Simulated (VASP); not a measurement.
# Vibrations of InSe: a test of the settings, part 2 of 3

How far do the zone-centre frequencies of InSe depend on the numerical settings? The starting structure is a computed structure from the Materials Project.

VASP 6.6.1.

## (2) Reference modes (continued)

Level of this step: LDA; plane waves and PAW (In_d, Se) (VASP).

OUTCAR, selected parts (step 2):

```text
ion  position               nearest neighbor table
   1  0.333  0.667  0.084-   7 2.62   7 2.62   7 2.62   2 2.74
   2  0.333  0.667  0.916-   8 2.62   8 2.62   8 2.62   1 2.74
   3  0.000  0.000  0.416-   5 2.62   5 2.62   5 2.62   4 2.74
   4  0.000  0.000  0.584-   6 2.62   6 2.62   6 2.62   3 2.74
   5  0.333  0.667  0.338-   3 2.62   3 2.62   3 2.62
   6  0.333  0.667  0.662-   4 2.62   4 2.62   4 2.62
   7  0.667  0.333  0.162-   1 2.62   1 2.62   1 2.62
   8  0.667  0.333  0.838-   2 2.62   2 2.62   2 2.62

  LATTYP: Found a hexagonal cell.
 ALAT       =     3.9776146520
 C/A-ratio  =     4.0906323872

 Subroutine GETGRP returns: Found 12 space group operations
 (whereof 12 operations were pure point group operations)

The static configuration has the point symmetry D_3h.

 Found     14 irreducible k-points:

   k-points           NKPTS =     14   k-points in BZ     NKDIM =     14   number of bands    NBANDS=     47

   dimension x,y,z NGX =    28 NGY =   28 NGZ =  120
   dimension x,y,z NGXF=    56 NGYF=   56 NGZF=  240

   ENCUT  =  450.0 eV  33.07 Ry    5.75 a.u.   6.88  6.88 28.14*2*pi/ulx,y,z

   NELECT =      76.0000    total number of electrons

 k-points in reciprocal lattice and weights: Automatic mesh
   0.00000000  0.00000000  0.00000000       0.014
   0.16666667  0.00000000  0.00000000       0.083
   0.33333333 -0.00000000  0.00000000       0.083
   0.50000000  0.00000000  0.00000000       0.042
   0.16666667  0.16666667  0.00000000       0.083
   0.33333333  0.16666667  0.00000000       0.167
   0.33333333  0.33333333  0.00000000       0.028
   0.00000000  0.00000000  0.50000000       0.014
   0.16666667  0.00000000  0.50000000       0.083
[...]
0.33333333  0.16666667  0.50000000       0.167
   0.33333333  0.33333333  0.50000000       0.028

 average (electrostatic) potential at core
       1 -96.2596       2 -96.2596       3 -96.2412       4 -96.2412       5 -59.9109
       6 -59.9109       7 -59.9227       8 -59.9227

  Total       -0.0041029     -0.0041029     -0.0024214      0.0000000      0.0000000      0.0000000
  in kB       -0.0294854     -0.0294854     -0.0174013      0.0000000      0.0000000      0.0000000
  external PRESSURE =      -0.0254574 kB  Pullay stress =       0.0000000 kB

  energy-cutoff  :      450.00
  volume of cell :      222.94
      direct lattice vectors                 reciprocal lattice vectors
     3.977614652  0.000000000  0.000000000     0.251406958  0.145149875  0.000000000
    -1.988807326  3.444715335  0.000000000     0.000000000  0.290299750  0.000000000
     0.000000000  0.000000000 16.270959319     0.000000000  0.000000000  0.061459191

 POSITION                                       TOTAL-FORCE (eV/Angst)
 -----------------------------------------------------------------------------------
     -0.00000      2.29648      1.37239         0.000000     -0.000000      0.000786
     -0.00000      2.29648     14.89857         0.000000     -0.000000     -0.000786
      0.00000      0.00000      6.76321        -0.000000      0.000000     -0.001176
      0.00000      0.00000      9.50775         0.000000     -0.000000      0.001176
     -0.00000      2.29648      5.49519        -0.000000      0.000000      0.000097
     -0.00000      2.29648     10.77577        -0.000000     -0.000000     -0.000097
      1.98881      1.14824      2.64158        -0.000000      0.000000     -0.000843
      1.98881      1.14824     13.62938        -0.000000     -0.000000      0.000843
 -----------------------------------------------------------------------------------
    total drift:                               -0.000001      0.000001     -0.000000

 MACROSCOPIC STATIC DIELECTRIC TENSOR (including local field effects in DFT)
 ------------------------------------------------------
           9.687218    -0.000000     0.000000
          -0.000000     9.687218     0.000000
           0.000000    -0.000000   271.415267
 ------------------------------------------------------

 PIEZOELECTRIC TENSOR (including local field effects)  for field in x, y, z        (C/m^2)
          XX          YY          ZZ          XY          YZ          ZX
  --------------------------------------------------------------------------------
  x     0.00000     0.00000     0.00000     0.63254     0.00000     0.00000
  y     0.63254    -0.63254     0.00000     0.00000     0.00000     0.00000
  z     0.00000     0.00000     0.00000     0.00000    -0.00000     0.00000

 BORN EFFECTIVE CHARGES (including local field effects) (in |e|, cummulative output)
 ---------------------------------------------------------------------------------
 ion    1
    1     2.39037     0.00000     0.00000
    2     0.00000     2.39037     0.00000
    3     0.00000     0.00000     2.06999
 ion    2
    1     2.39037     0.00000     0.00000
    2     0.00000     2.39037    -0.00000
    3     0.00000     0.00000     2.06999
 ion    3
    1     2.45496     0.00000     0.00000
    2     0.00000     2.45496     0.00000
    3    -0.00000    -0.00000     1.31902
 ion    4
    1     2.45496     0.00000     0.00000
    2     0.00000     2.45496    -0.00000
    3     0.00000     0.00000     1.31902
 ion    5
    1    -2.41020     0.00000     0.00000
    2     0.00000    -2.41020     0.00000
    3     0.00000    -0.00000    -1.72253
 ion    6
    1    -2.41020     0.00000     0.00000
    2     0.00000    -2.41020    -0.00000
    3    -0.00000     0.00000    -1.72253
 ion    7
    1    -2.43512     0.00000     0.00000
    2     0.00000    -2.43512     0.00000
    3    -0.00000     0.00000    -1.66648
 ion    8
    1    -2.43512     0.00000     0.00000
    2     0.00000    -2.43512     0.00000
    3     0.00000    -0.00000    -1.66648

 Eigenvectors and eigenvalues of the dynamical matrix
 ----------------------------------------------------

   1 f  =    6.848470 THz    43.030206 2PiTHz  228.440368 cm-1    28.322983 meV
             X         Y         Z           dx          dy          dz
     -0.000000  2.296477  1.372385    -0.000000   -0.000000    0.251873
     -0.000000  2.296477 14.898574     0.000000   -0.000000   -0.251873
      0.000000  0.000000  6.763207     0.000000    0.000000    0.536393
      0.000000  0.000000  9.507752    -0.000000    0.000000   -0.536393
     -0.000000  2.296477  5.495193    -0.000000   -0.000000   -0.351305
     -0.000000  2.296477 10.775766     0.000000   -0.000000    0.351305
      1.988807  1.148238  2.641575     0.000000    0.000000   -0.159459
      1.988807  1.148238 13.629384    -0.000000    0.000000    0.159459

   2 f  =    6.818721 THz    42.843288 2PiTHz  227.448050 cm-1    28.199951 meV
             X         Y         Z           dx          dy          dz
[...]
-0.000000  2.296477 10.775766    -0.000000   -0.000000    0.164811
      1.988807  1.148238  2.641575     0.000000    0.000000    0.348946
      1.988807  1.148238 13.629384     0.000000   -0.000000   -0.348946

   3 f  =    6.012852 THz    37.779866 2PiTHz  200.567170 cm-1    24.867149 meV
             X         Y         Z           dx          dy          dz
     -0.000000  2.296477  1.372385     0.000000    0.000000   -0.279893
     -0.000000  2.296477 14.898574    -0.000000   -0.000000   -0.279893
      0.000000  0.000000  6.763207    -0.000000   -0.000000    0.335929
      0.000000  0.000000  9.507752     0.000000    0.000000    0.335929
     -0.000000  2.296477  5.495193     0.000000    0.000000   -0.425640
     -0.000000  2.296477 10.775766    -0.000000   -0.000000   -0.425640
      1.988807  1.148238  2.641575    -0.000000   -0.000000    0.357270
      1.988807  1.148238 13.629384     0.000000    0.000000    0.357270

   4 f  =    5.698712 THz    35.806066 2PiTHz  190.088585 cm-1    23.567970 meV
             X         Y         Z           dx          dy          dz
     -0.000000  2.296477  1.372385    -0.000000   -0.000000   -0.346876
     -0.000000  2.296477 14.898574    -0.000000   -0.000000   -0.346876
      0.000000  0.000000  6.763207     0.000000    0.000000   -0.288742
      0.000000  0.000000  9.507752     0.000000   -0.000000   -0.288742
     -0.000000  2.296477  5.495193    -0.000000   -0.000000    0.350087
     -0.000000  2.296477 10.775766    -0.000000    0.000000    0.350087
      1.988807  1.148238  2.641575     0.000000    0.000000    0.416827
      1.988807  1.148238 13.629384     0.000000    0.000000    0.416827

   5 f  =    5.401335 THz    33.937590 2PiTHz  180.169148 cm-1    22.338117 meV
             X         Y         Z           dx          dy          dz
     -0.000000  2.296477  1.372385    -0.000039   -0.184618    0.000000
     -0.000000  2.296477 14.898574    -0.000039   -0.184618    0.000000
      0.000000  0.000000  6.763207     0.000084    0.402344    0.000000
      0.000000  0.000000  9.507752     0.000084    0.402344   -0.000000
     -0.000000  2.296477  5.495193    -0.000105   -0.498332    0.000000
     -0.000000  2.296477 10.775766    -0.000105   -0.498332   -0.000000
      1.988807  1.148238  2.641575     0.000050    0.236010   -0.000000
      1.988807  1.148238 13.629384     0.000050    0.236010   -0.000000

   6 f  =    5.401335 THz    33.937590 2PiTHz  180.169148 cm-1    22.338117 meV
             X         Y         Z           dx          dy          dz
     -0.000000  2.296477  1.372385     0.184618   -0.000039   -0.000000
     -0.000000  2.296477 14.898574     0.184618   -0.000039   -0.000000
      0.000000  0.000000  6.763207    -0.402344    0.000084    0.000000
      0.000000  0.000000  9.507752    -0.402344    0.000084   -0.000000
     -0.000000  2.296477  5.495193     0.498332   -0.000105    0.000000
     -0.000000  2.296477 10.775766     0.498332   -0.000105   -0.000000
      1.988807  1.148238  2.641575    -0.236010    0.000050    0.000000
      1.988807  1.148238 13.629384    -0.236010    0.000050    0.000000

   7 f  =    5.320624 THz    33.430470 2PiTHz  177.476929 cm-1    22.004325 meV
             X         Y         Z           dx          dy          dz
     -0.000000  2.296477  1.372385    -0.000043    0.408895   -0.000000
     -0.000000  2.296477 14.898574    -0.000043    0.408895   -0.000000
      0.000000  0.000000  6.763207    -0.000020    0.191344   -0.000000
      0.000000  0.000000  9.507752    -0.000020    0.191344   -0.000000
     -0.000000  2.296477  5.495193     0.000024   -0.230490    0.000000
     -0.000000  2.296477 10.775766     0.000024   -0.230490    0.000000
      1.988807  1.148238  2.641575     0.000052   -0.493018    0.000000
      1.988807  1.148238 13.629384     0.000052   -0.493018    0.000000

   8 f  =    5.320624 THz    33.430470 2PiTHz  177.476929 cm-1    22.004325 meV
             X         Y         Z           dx          dy          dz
     -0.000000  2.296477  1.372385     0.408895    0.000043   -0.000000
     -0.000000  2.296477 14.898574     0.408895    0.000043   -0.000000
      0.000000  0.000000  6.763207     0.191344    0.000020    0.000000
      0.000000  0.000000  9.507752     0.191344    0.000020   -0.000000
     -0.000000  2.296477  5.495193    -0.230490   -0.000024    0.000000
     -0.000000  2.296477 10.775766    -0.230490   -0.000024   -0.000000
      1.988807  1.148238  2.641575    -0.493018   -0.000052    0.000000
      1.988807  1.148238 13.629384    -0.493018   -0.000052    0.000000

   9 f  =    5.290717 THz    33.242555 2PiTHz  176.479321 cm-1    21.880637 meV
             X         Y         Z           dx          dy          dz
     -0.000000  2.296477  1.372385    -0.000010   -0.183416    0.000000
     -0.000000  2.296477 14.898574     0.000010    0.183416   -0.000000
      0.000000  0.000000  6.763207     0.000022    0.389163    0.000000
      0.000000  0.000000  9.507752    -0.000022   -0.389163    0.000000
     -0.000000  2.296477  5.495193    -0.000029   -0.504110   -0.000000
     -0.000000  2.296477 10.775766     0.000029    0.504110    0.000000
      1.988807  1.148238  2.641575     0.000014    0.246545   -0.000000
      1.988807  1.148238 13.629384    -0.000014   -0.246545   -0.000000

  10 f  =    5.290717 THz    33.242555 2PiTHz  176.479321 cm-1    21.880637 meV
             X         Y         Z           dx          dy          dz
     -0.000000  2.296477  1.372385    -0.183416    0.000010   -0.000000
     -0.000000  2.296477 14.898574     0.183416   -0.000010   -0.000000
      0.000000  0.000000  6.763207     0.389163   -0.000022   -0.000000
      0.000000  0.000000  9.507752    -0.389163    0.000022    0.000000
     -0.000000  2.296477  5.495193    -0.504110    0.000029   -0.000000
     -0.000000  2.296477 10.775766     0.504110   -0.000029    0.000000
      1.988807  1.148238  2.641575     0.246545   -0.000014    0.000000
      1.988807  1.148238 13.629384    -0.246545    0.000014    0.000000

  11 f  =    5.206706 THz    32.714696 2PiTHz  173.677004 cm-1    21.533194 meV
             X         Y         Z           dx          dy          dz
     -0.000000  2.296477  1.372385    -0.000139   -0.394677   -0.000000
     -0.000000  2.296477 14.898574     0.000139    0.394677   -0.000000
      0.000000  0.000000  6.763207    -0.000067   -0.190197    0.000000
      0.000000  0.000000  9.507752     0.000067    0.190197    0.000000
    [... 145 further lines ...]
      1.988807  1.148238  2.641575     0.000000    0.000000   -0.312884
      1.988807  1.148238 13.629384     0.000000    0.000000   -0.312884

 MACROSCOPIC STATIC DIELECTRIC TENSOR IONIC CONTRIBUTION
 ------------------------------------------------------
           3.557596     0.000000     0.000000
           0.000000     3.557596     0.000000
           0.000000     0.000000     2.104744
 ------------------------------------------------------

 ELASTIC MODULI CONTR FROM IONIC RELAXATION (kBar)
 Direction    XX          YY          ZZ          XY          YZ          ZX
 --------------------------------------------------------------------------------
 XX        -335.4657    -86.4611   -162.6191     -0.0000     -0.0000      0.0000
 YY         -86.4611   -335.4657   -162.6191     -0.0000      0.0000      0.0000
 ZZ        -162.6191   -162.6191   -649.0899     -0.0000     -0.0000      0.0000
 XY          -0.0000     -0.0000     -0.0000   -124.5023     -0.0000     -0.0000
 YZ           0.0000     -0.0000     -0.0000     -0.0000   -240.3497      0.0000
 ZX           0.0000      0.0000      0.0000     -0.0000      0.0000   -304.4789
 --------------------------------------------------------------------------------

 PIEZOELECTRIC TENSOR IONIC CONTR  for field in x, y, z        (C/m^2)
          XX          YY          ZZ          XY          YZ          ZX
  --------------------------------------------------------------------------------
  x    -0.00000     0.00000    -0.00000    -0.61011    -0.00000    -0.00000
  y    -0.61011     0.61011     0.00000    -0.00000    -0.00000    -0.00000
  z    -0.00000    -0.00000    -0.00000    -0.00000     0.00000    -0.00000
```

Energies printed during the response cycles are not total energies of the cell.

Reference: the zone-centre modes are at the top A2'' (3) 200.6, A2'' (2) 190.1, E' (2) 180.2, E'' (3) 173.7 cm⁻¹, at the bottom E'' (2) 40.5, E'' (1) 36.7, A2'' (1) 34.6, E' (1) 21.1 cm⁻¹, with 2 more of the listed ones between (levels within 1 cm⁻¹ of another are left out).

## (3) Modes with a 4×4×1 mesh

Against step 2 the input has a 4×4×1 mesh (also changed: KPAR).

Contents of INCAR:

```
SYSTEM = InSe
PREC = Accurate
ENCUT = 450
EDIFF = 1E-08
NELM = 100
ISMEAR = 0
SIGMA = 0.03
LREAL = .FALSE.
ALGO = Normal
GGA = CA
NBANDS = 47
LORBIT = 11
LWAVE = .FALSE.
LCHARG = .FALSE.
KPAR = 2
IBRION = 8
LEPSILON = .TRUE.
ISIF = 2
```

Contents of POSCAR:

```
InSe
1.0
    3.9776146520      0.0000000000      0.0000000000
   -1.9888073260      3.4447153351      0.0000000000
    0.0000000000      0.0000000000     16.2709593191
In Se
4 4
Direct
    0.3333333333      0.6666666667      0.0843456828
    0.3333333333      0.6666666667      0.9156543172
    0.0000000000      0.0000000000      0.4156612558
    0.0000000000      0.0000000000      0.5843387442
    0.3333333333      0.6666666667      0.3377301405
    0.3333333333      0.6666666667      0.6622698595
    0.6666666667      0.3333333333      0.1623490864
    0.6666666667      0.3333333333      0.8376509136
```

Contents of KPOINTS:

```
Automatic mesh
0
Gamma
4 4 1
0 0 0
```

PAW data sets: In_d and Se (LDA family, release 64).

Started as:

```sh
> mpirun -np 4 vasp_std
```

Output:

```text
[banner, memory and clock lines left out]
running    4 mpi-ranks, on    1 nodes
[...]
LDA part: xc-table for (Slater(with rela. corr.)+CA(PZ))
 , standard interpolation
|                                                                             |
|           W    W    AA    RRRRR   N    N  II  N    N   GGGG   !!!           |
|           W    W   A  A   R    R  NN   N  II  NN   N  G    G  !!!           |
|           W    W  A    A  R    R  N N  N  II  N N  N  G       !!!           |
|           W WW W  AAAAAA  RRRRR   N  N N  II  N  N N  G  GGG   !            |
|           WW  WW  A    A  R   R   N   NN  II  N   NN  G    G                |
|           W    W  A    A  R    R  N    N  II  N    N   GGGG   !!!           |
|                                                                             |
|     The number of bands has been changed from the values supplied in        |
|     The orbitals not found in the WAVECAR file will be initialized with     |
|     random numbers, which is usually adequate. For correlated               |
[...]
RMM:  25    -0.818474734728E-01   -0.11629E-07   -0.18757E-07   952   0.541E-05    0.105E-07
 first order change of Fermi-energy  -0.29656E-04
 force on displaced ion       7 direction 1 :  -5.610  -0.001   0.001
 Born effective charge ion    7 direction 1 :  -3.269   0.000   0.000
 Linear response progress:
  Degree of freedom:   8/  8
       N       E                     dE             d eps       ncg     rms          rms(c)
RMM:   1    -0.110595064767E+00   -0.11060E+00    0.91092E-02   773   0.107E+00
RMM:   2    -0.108647673916E+00    0.19474E-02   -0.34633E-03   577   0.347E-01    0.136E-01
RMM:   3    -0.108671295284E+00   -0.23621E-04   -0.99392E-04   690   0.151E-01    0.499E-02
RMM:   4    -0.108674118055E+00   -0.28228E-05   -0.15425E-04   701   0.461E-02    0.215E-02
[...]
RMM:  31    -0.108664738837E+00    0.16893E-07    0.13080E-07   466   0.121E-04    0.181E-07
RMM:  32    -0.108664681890E+00    0.56946E-07    0.13100E-07   467   0.121E-04    0.159E-07
RMM:  33    -0.108664724287E+00   -0.42397E-07    0.13064E-07   466   0.121E-04    0.190E-07
 first order change of Fermi-energy  -0.23329E+00
 force on displaced ion       7 direction 3 :  -0.000   0.000  -6.782
 Born effective charge ion    7 direction 3 :   0.000  -0.000  -3.773
 Born effective charges drift removed
 Linear response finished
```

Run time: 5.1 min. Hardware: 4 MPI ranks of Intel Xeon 6975P-C (Granite Rapids), shared host; peak memory 1.3 GiB.

From OUTCAR (step 3):

```text
  Total        0.4077558      0.4077558     -0.2470612      0.0000000     -0.0000000     -0.0000000
  in kB        2.9303636      2.9303636     -1.7755213      0.0000000     -0.0000000     -0.0000000
  external PRESSURE =       1.3617353 kB  Pullay stress =       0.0000000 kB

 POSITION                                       TOTAL-FORCE (eV/Angst)
 -----------------------------------------------------------------------------------
     -0.00000      2.29648      1.37239        -0.000000      0.000000     -0.009483
     -0.00000      2.29648     14.89857        -0.000000      0.000000      0.009483
      0.00000      0.00000      6.76321         0.000000      0.000000      0.013677
      0.00000      0.00000      9.50775         0.000000     -0.000000     -0.013677
     -0.00000      2.29648      5.49519        -0.000000      0.000000     -0.030714
     -0.00000      2.29648     10.77577         0.000000     -0.000000      0.030714
      1.98881      1.14824      2.64158        -0.000000      0.000000      0.027794
      1.98881      1.14824     13.62938        -0.000000      0.000000     -0.027794
 -----------------------------------------------------------------------------------
    total drift:                               -0.000001      0.000001     -0.000000

 MACROSCOPIC STATIC DIELECTRIC TENSOR (including local field effects in DFT)
 ------------------------------------------------------
          13.377585    -0.000000     0.000000
           0.000000    13.377585     0.000000
           0.000000     0.000000  1257.355865
 ------------------------------------------------------

 MACROSCOPIC STATIC DIELECTRIC TENSOR IONIC CONTRIBUTION
 ------------------------------------------------------
           4.819908     0.000000    -0.000000
           0.000000     4.819908     0.000000
          -0.000000     0.000000    20.461712
 ------------------------------------------------------

[... 1 part as in an earlier step ...]

[... 1 further part left out ...]
```

With a 4×4×1 mesh the compared modes are at the top A2'' (3) 199.9, A2'' (2) 190.2 cm⁻¹, at the bottom A2'' (1) 31.8, E' (1) 22.7 cm⁻¹, with 6 more of the listed ones between; the largest shift among the levels compared is -2.8 cm⁻¹, in A2'' (1), from the reference.

[end of part 2 of 3]

[Lines on the potential files, build, host, timing and source positions are cut from VASP's logs without a mark.]

[Logs are printed without paths, hosts, clocks, repeated set-up lines and the standing remarks that a program may print on its own settings, such as how far it seeks lower states.]

[Hosts, paths, dates, database ids (printed as entryN), source tags and the programs' standing remarks are cut or masked in the printed files.]
